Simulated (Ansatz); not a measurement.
# GaN (P6_3mc) in Ansatz: further runs

One crystal, GaN, is run at these levels: r2SCAN+D4; tasks: single point, equation of state.

Everything below comes from runs of Ansatz 0.2.0. Logs are shortened: lines on timing, memory, paths and dates and some standing lists are left out, and cuts for length are marked.

### 1 The crystal as given

Symmetry: P6_3mc, No. 186, hexagonal system. Conventional cell: a = 3.180 Å, b = 3.180 Å, c = 5.166 Å, α = 90.00°, β = 90.00°, γ = 120.00°. Ga (site symmetry 3m) is surrounded by 4 N at 1.94 to 1.95 Å. N (site symmetry 3m) is surrounded by 4 Ga at 1.94 to 1.95 Å.

### 2 Single point, r2SCAN+D4, 10.63 Å³/atom (volume scaled by 0.94)

The input, input.yaml:

```yaml
crystal:
  lattice:
    - [3.1150838257, 0.0, 0.0]
    - [-1.5575419129, 2.697741728, 0.0]
    - [0.0, 0.0, 5.0605418376]
  atoms:
    - { symbol: Ga, position: [0.6666666667, 0.3333333333, 0.5] }
    - { symbol: Ga, position: [0.3333333333, 0.6666666667, 0.0] }
    - { symbol: "N", position: [0.6666666667, 0.3333333333, 0.875] }
    - { symbol: "N", position: [0.3333333333, 0.6666666667, 0.375] }
hamiltonian:
  xc: r2scan
  pseudopotentials: { kind: paw }
  dispersion: d4
kpoints:
  mp_grid: { grid: [10, 10, 5] }
scf:
  occupations: { method: fermi_dirac, width: 0.05 }
output:
  forces: true
  stress: true
  eigenvalues: true
```

Potentials or basis: Ansatz PAW.

Run with:

```
> ansatz run input.yaml --threads 2 --pin off --max-ram 5120MiB --backend cpu --events-out ev --progress --plain --runs-dir out
```

Standard output:

```text
Warning: RAYON_NUM_THREADS=2 ignored (pool sized by the plan → 2); use --threads N
Engine: ansatz 0.2.0, aarch64-unknown-linux-gnu
Pseudopotentials: kind: paw
Pseudopotential: Ga, paw, valence charge 13, recommended cutoff 500 eV (meta_gga), Ga.paw.azcp
Pseudopotential: N, paw, valence charge 5, recommended cutoff 500 eV (meta_gga), N.paw.azcp
Functional definition: r2SCAN
  parameter k0 = 0.174
  parameter k1 = 0.065
  parameter a1 = 4.9479
  exchange = r2scan_x(k0 = k0, k1 = k1, a1 = a1)
  correlation = r2scan_c
Crystal: 4 atoms, lattice volume = 42.527 Å³
Basis set: ecut = 500 eV, 1099 PW (Γ), exchange–correlation on 96×96×160 points (64 copies of the dense FFT grid, shifted against one another)
Bands: 22, of which v1, the nominal top of the filled ones, is band 18 counted from 1 (17 counted from 0)
Symmetry: 12 space group operations
Space group: P63mc (ITA 186), of the structure as read, at distance tolerance 3.5e-5 Å
k-points: 42 of 500 (time reversal used)
Non-local potential: Ga, projectors of the file, l = 0: 2, l = 1: 2, l = 2: 3, l = 3: 1
Non-local potential: N, projectors of the file, l = 0: 2, l = 1: 2, l = 2: 1
PAW form: soft (Blöchl's): semilocal exchange-correlation on the pseudo side does not see the compensation charge
PAW frozen core: Ga, regenerated for the run's functional (the file was generated under x = pbe(κ = 0.804, μ = 0.2195149727645171), c = pbe(β = 0.06672455060314922))
PAW frozen core: N, regenerated for the run's functional (the file was generated under x = pbe(κ = 0.804, μ = 0.2195149727645171), c = pbe(β = 0.06672455060314922))
PAW one-centre angular grid: Ga, 590 points (default); XC on 160 Gauss nodes
PAW one-centre angular grid: N, 302 points (default); XC on 160 Gauss nodes
Initial density: superposition of atomic densities (neutral atoms: chi_scale 0, normalization atom), corrected by the library's trained network
Initial wavefunctions: pseudopotential atomic-orbital guess
Functional: x = r2scan, c = r2scan; τ floored in thin density (d = 2e-4 eV/Å³)
SCF iter   1: F=—  HF=-8353.189216 eV  |F-HF|=—  |Δ(HF+E_count)|=         —  Δρ=1.28e-2  dr2=2.69e-2  dr2_τ=2.38e-1  ethr=1.77e-3  ⟨swp⟩=5.3  Hψ=3882  notcnv=0
preconditioner: auto → Resta (q_TF=auto, 2.654 Å⁻¹)  ε∞=4.5  [insulator: Δε(μ)=2.775 eV  Ē_g=18.153 eV  σ=0.050 eV  W_gap=1.00  n_scr=22 (ndim 8)  ℏωp=34.2 eV  f_vac=0.004  D(μ)=0.00/eV (n_scr^D=0)  ε∞_Penn≈4.5]
SCF iter   2: F=—  HF=-8353.265910 eV  |F-HF|=—  |Δ(HF+E_count)|=   7.67e-2  Δρ=6.13e-3  dr2=9.82e-3  dr2_τ=3.51e-4  ethr=7.46e-5  ⟨swp⟩=2.0  Hψ=2184  notcnv=0
SCF iter   3: F=—  HF=-8353.265248 eV  |F-HF|=—  |Δ(HF+E_count)|=   6.62e-4  Δρ=3.87e-3  dr2=2.79e-3  dr2_τ=8.81e-5  ethr=2.73e-5  ⟨swp⟩=2.3  Hψ=1623  notcnv=0
SCF iter   4: F=—  HF=-8353.265283 eV  |F-HF|=—  |Δ(HF+E_count)|=   3.48e-5  Δρ=1.07e-3  dr2=3.03e-4  dr2_τ=1.29e-5  ethr=7.74e-6  ⟨swp⟩=1.0  Hψ=924  notcnv=0
SCF iter   5: F=—  HF=-8353.265245 eV  |F-HF|=—  |Δ(HF+E_count)|=   3.75e-5  Δρ=1.58e-4  dr2=6.89e-6  dr2_τ=1.09e-6  ethr=8.41e-7  ⟨swp⟩=2.8  Hψ=1673  notcnv=0
SCF iter   6: F=—  HF=-8353.265253 eV  |F-HF|=—  |Δ(HF+E_count)|=   7.47e-6  Δρ=7.34e-5  dr2=2.30e-6  dr2_τ=1.10e-7  ethr=1.91e-8  ⟨swp⟩=2.7  Hψ=1631  notcnv=0
SCF iter   7: F=—  HF=-8353.265252 eV  |F-HF|=—  |Δ(HF+E_count)|=   2.53e-7  Δρ=1.63e-5  dr2=1.01e-7  dr2_τ=6.61e-10  ethr=2.78e-10  ⟨swp⟩=3.1  Hψ=3773  notcnv=0
SCF iter   8: F=-8353.265252 eV  HF=-8353.265252 eV  |F-HF|=1.60e-10  |Δ(HF+E_count)|=   8.83e-9  Δρ=7.41e-7  dr2=2.31e-10  dr2_τ=6.69e-12  ethr=2.78e-10  ⟨swp⟩=4.0  Hψ=2892  notcnv=0
SCF 1 converged in 8 iterations: F = -8353.265252 eV  dr2 = 2.31e-10
SCF converged after 8 iterations
Free energy (F): -8353.265252 eV
Harris-Foulkes:  -8353.265252 eV  (|F-HF|=1.60e-10)
Internal energy: -8353.265252 eV  (E = F + TS)
E sigma→0 (E₀):  -8353.265252 eV
Fermi energy:    11.997371 eV
--- Per-component energies (eV) ---
  E_band       = 4.071412
  E_kinetic    = 500.399532
  E_local      = -3798.041884  (includes V_loc(G=0)·N_el)
  E_nonlocal   = 953.426871
  E_hartree    = 1763.209731
  E_xc         = -245.830237
  E_vxc        = -290.414063  (∫ρ·V_xc dr)
  E_paw        = -4274.262729  (= ΣΔE_a)
  E_vpaw       = -903.509636  (= ΣTr[D̂ρ^β])
  E_aug_tail   = -0.000048  (compensation charges beyond the density's cutoff)
  E_vtau       = 15.791336  (kinetic-family band-sum trace: ∫τ·v_τ [+ j·A + Jᵃ·Aᵃ] dr)
  E_ewald      = -3250.175457
  E_disp       = -0.625763  (pairwise vdW)
  E_core_change = -1.365269  (= ΣΔE_core)
  E_smearing   = -0.000000  (= −TS)
  E_closure    = -0.000000  (closes the sum)
  Σ components = -8353.265252   (vs F -8353.265252, Δ=0.00e0)
--- Forces (eV/Å), atoms counted from 1 ---
  atom   1  Ga     0.00000000     0.00000000    -0.16121407
  atom   2  Ga    -0.00000000    -0.00000000    -0.16121407
  atom   3  N      0.00000000     0.00000000     0.16120909
  atom   4  N     -0.00000000    -0.00000000     0.16120909
  max |Σ_I F_I| component: 9.95e-6 eV/Å
--- Stress (GPa, compression-positive) ---
       12.155706       0.000000       0.000000
        0.000000      12.155706       0.000000
        0.000000       0.000000      14.768137
  P = ⅓ Tr σ = 13.0265 GPa (130.265 kbar)
--- Band table (eV; the first three rows and the last of 42) ---
  k-point 0: bands = ["-6.8688", "-5.6789", "-3.4210", "-3.3954", "-3.3954", "-3.3107", "-3.3107", "-3.0549", "-3.0549", "-2.9352", "-2.9352", "-1.7756", "2.8612", "9.3790", "9.3790", "10.4928", "10.5551", "10.5551", "13.3721", "15.8418", "20.9457", "21.5381"]
  k-point 1: bands = ["-6.7383", "-5.7582", "-3.3917", "-3.3917", "-3.3897", "-3.3230", "-3.3230", "-3.0395", "-3.0395", "-2.9429", "-2.9429", "-2.1993", "3.6730", "9.4414", "9.4865", "9.4865", "10.4382", "10.4382", "14.2159", "15.9139", "20.6528", "21.5748"]
  k-point 2: bands = ["-6.4001", "-6.0138", "-3.3772", "-3.3772", "-3.3508", "-3.3508", "-3.2450", "-3.0035", "-3.0035", "-2.9667", "-2.9667", "-2.8566", "5.4583", "7.5154", "9.7729", "9.7729", "10.1365", "10.1365", "15.4009", "15.9484", "20.1727", "20.4288"]
  k-point 41: bands = ["-5.4828", "-5.4543", "-3.2728", "-3.2464", "-3.2280", "-3.1635", "-3.0489", "-3.0468", "-3.0013", "-2.9909", "-1.4665", "-1.3413", "3.9607", "4.1008", "5.7022", "6.5142", "8.5521", "8.8690", "17.6251", "17.8656", "18.8293", "19.2750"]
```

Wall time 4.4 s (2 threads of Arm Neoverse V2, shared host); peak memory 0.44 GiB.

What came out:

```
Free energy            : -8353.2653 eV
Pressure               : 13.0 GPa
Largest force          : 0.161 eV/Å
Band gap on the k mesh : 2.82 eV, direct
```

Caveat: odd divisions of the mesh miss points on the zone boundary, where band edges often lie, so the gap on the mesh can be too wide; the PAW data sets come from PBE, with cores solved anew for the run's functional, which leaves a small shift of forces and pressure.

### 3 Single point, r2SCAN+D4, 10.86 Å³/atom (volume scaled by 0.96)

input.yaml, as its differences from that of step 2:

```diff
@@ -2,5 +2,5 @@
   lattice:
-    - [3.1150838257, 0.0, 0.0]
-    - [-1.5575419129, 2.697741728, 0.0]
-    - [0.0, 0.0, 5.0605418376]
+    - [3.1370217585, 0.0, 0.0]
+    - [-1.5685108793, 2.7167405351, 0.0]
+    - [0.0, 0.0, 5.0961806304]
   atoms:
```

Potentials or basis: Ansatz PAW.

Run with:

```
> ansatz run input.yaml --threads 2 --pin off --max-ram 5120MiB --backend cpu --events-out ev --progress --plain --runs-dir out
```

Run time: 3.8 s. Hardware: 2 threads of Arm Neoverse V2, shared host; peak memory 0.45 GiB.

The run converged. Its results:

* Free energy: -8353.3240 eV
* Pressure: 7.9 GPa
* Largest force: 0.155 eV/Å
* Band gap on the k mesh: 2.67 eV, direct

Caveat: odd divisions of the mesh miss points on the zone boundary, where band edges often lie, so the gap on the mesh can be too wide; the PAW data sets come from PBE, with cores solved anew for the run's functional, which leaves a small shift of forces and pressure.

### 4 Single point, r2SCAN+D4, 11.08 Å³/atom (volume scaled by 0.98)

input.yaml, as its differences from that of step 3:

```diff
@@ -2,5 +2,5 @@
   lattice:
-    - [3.1370217585, 0.0, 0.0]
-    - [-1.5685108793, 2.7167405351, 0.0]
-    - [0.0, 0.0, 5.0961806304]
+    - [3.158657075, 0.0, 0.0]
+    - [-1.5793285375, 2.7354772688, 0.0]
+    - [0.0, 0.0, 5.1313278144]
   atoms:
```

Run with:

```
> ansatz run input.yaml --threads 2 --pin off --max-ram 5120MiB --backend cpu --events-out ev --progress --plain --runs-dir out
```

Run time: 3.7 s. Hardware: 2 threads of Arm Neoverse V2, shared host; peak memory 0.45 GiB.

The run converged. Its results:

```yaml
Free_energy: -8353.3551 eV
Pressure: 3.2 GPa
Largest_force: 0.148 eV/Å
Band_gap_on_the_k_mesh: 2.52 eV, direct
```

Caveat: odd divisions of the mesh miss points on the zone boundary, where band edges often lie, so the gap on the mesh can be too wide; the PAW data sets come from PBE, with cores solved anew for the run's functional, which leaves a small shift of forces and pressure.

### 5 Single point, r2SCAN+D4, 11.31 Å³/atom

input.yaml, as its differences from that of step 4:

```diff
@@ -2,5 +2,5 @@
   lattice:
-    - [3.158657075, 0.0, 0.0]
-    - [-1.5793285375, 2.7354772688, 0.0]
-    - [0.0, 0.0, 5.1313278144]
+    - [3.18, 0.0, 0.0]
+    - [-1.59, 2.753960784, 0.0]
+    - [0.0, 0.0, 5.166]
   atoms:
```

Run with:

```
> ansatz run input.yaml --threads 2 --pin off --max-ram 5120MiB --backend cpu --events-out ev --progress --plain --runs-dir out
```

It took 4.3 s on 2 threads of Arm Neoverse V2, shared host; peak memory 0.45 GiB.

It converged, with:

```
Free energy            : -8353.3614 eV
Pressure               : -0.9 GPa
Largest force          : 0.142 eV/Å
Band gap on the k mesh : 2.38 eV, direct
```

Caveat: odd divisions of the mesh miss points on the zone boundary, where band edges often lie, so the gap on the mesh can be too wide; the PAW data sets come from PBE, with cores solved anew for the run's functional, which leaves a small shift of forces and pressure.

### 6 Single point, r2SCAN+D4, 11.54 Å³/atom (volume scaled by 1.02)

input.yaml, as its differences from that of step 5:

```diff
@@ -2,5 +2,5 @@
   lattice:
-    - [3.18, 0.0, 0.0]
-    - [-1.59, 2.753960784, 0.0]
-    - [0.0, 0.0, 5.166]
+    - [3.2010602164, 0.0, 0.0]
+    - [-1.6005301082, 2.7721994664, 0.0]
+    - [0.0, 0.0, 5.2002129176]
   atoms:
```

Potentials or basis: Ansatz PAW.

Run with:

```
> ansatz run input.yaml --threads 2 --pin off --max-ram 5120MiB --backend cpu --events-out ev --progress --plain --runs-dir out
```

Wall time 4.5 s (2 threads of Arm Neoverse V2, shared host); peak memory 0.45 GiB.

Results (log left out):

- Free energy: -8353.3454 eV
- Pressure: -4.7 GPa
- Largest force: 0.136 eV/Å
- Band gap on the k mesh: 2.24 eV, direct

Caveat: odd divisions of the mesh miss points on the zone boundary, where band edges often lie, so the gap on the mesh can be too wide; the PAW data sets come from PBE, with cores solved anew for the run's functional, which leaves a small shift of forces and pressure.

### 7 Single point, r2SCAN+D4, 11.76 Å³/atom (volume scaled by 1.04)

input.yaml, as its differences from that of step 6:

```diff
@@ -2,5 +2,5 @@
   lattice:
-    - [3.2010602164, 0.0, 0.0]
-    - [-1.6005301082, 2.7721994664, 0.0]
-    - [0.0, 0.0, 5.2002129176]
+    - [3.2218469041, 0.0, 0.0]
+    - [-1.6109234521, 2.7902012661, 0.0]
+    - [0.0, 0.0, 5.2339814801]
   atoms:
@@ -22 +22,5 @@
   eigenvalues: true
+  write_density: true
+  write_potential: true
+  elf: true
+  volumetric_format: npy
```

Run with:

```
> ansatz run input.yaml --threads 2 --pin off --max-ram 5120MiB --backend cpu --events-out ev --progress --plain --runs-dir out
```

It took 5.6 s on 2 threads of Arm Neoverse V2, shared host; peak memory 0.45 GiB.

The run converged. Its results:

| Item | Value |
| --- | --- |
| Free energy | -8353.3093 eV |
| Pressure | -8.0 GPa |
| Largest force | 0.131 eV/Å |
| Band gap on the k mesh | 2.11 eV, direct |

Caveat: odd divisions of the mesh miss points on the zone boundary, where band edges often lie, so the gap on the mesh can be too wide; the PAW data sets come from PBE, with cores solved anew for the run's functional, which leaves a small shift of forces and pressure.

### 8 Single point, r2SCAN+D4, 11.99 Å³/atom (volume scaled by 1.06)

input.yaml, as its differences from that of step 7:

```diff
@@ -2,5 +2,5 @@
   lattice:
-    - [3.2218469041, 0.0, 0.0]
-    - [-1.6109234521, 2.7902012661, 0.0]
-    - [0.0, 0.0, 5.2339814801]
+    - [3.2423687753, 0.0, 0.0]
+    - [-1.6211843877, 2.8079737278, 0.0]
+    - [0.0, 0.0, 5.2673198406]
   atoms:
```

Run with:

```
> ansatz run input.yaml --threads 2 --pin off --max-ram 5120MiB --backend cpu --events-out ev --progress --plain --runs-dir out
```

Wall time 5.7 s (2 threads of Arm Neoverse V2, shared host); peak memory 0.45 GiB.

It converged, with:

| Quantity | Value |
| --- | --- |
| Free energy | -8353.2551 eV |
| Pressure | -11.1 GPa |
| Largest force | 0.125 eV/Å |
| Band gap on the k mesh | 1.97 eV, direct |

Caveat: odd divisions of the mesh miss points on the zone boundary, where band edges often lie, so the gap on the mesh can be too wide; the PAW data sets come from PBE, with cores solved anew for the run's functional, which leaves a small shift of forces and pressure.

### 9 Equation of state, r2SCAN+D4

Potentials or basis: Ansatz PAW.

No new run: the results of the series are fitted here.

Results:

```yaml
Equilibrium_volume: 11.26 Å³/atom
Bulk_modulus_at_fixed_shape_and_positions: 201 GPa
Pressure_derivative_of_the_bulk_modulus: 4.3
```

Energy against volume, from the lowest point:
```tsv
volume (Å³/atom)	energy (meV/atom)
10.632	24.04
10.858	9.35
11.084	1.57
11.310	0.00
11.537	4.00
11.763	13.03
11.989	26.57
```

Caveat: the cell was scaled at fixed shape and fractional positions, which overstates the stiffness of a crystal with free parameters, most of all of layers and chains; the PAW data sets were made with another functional, which shifts forces and pressure a little.
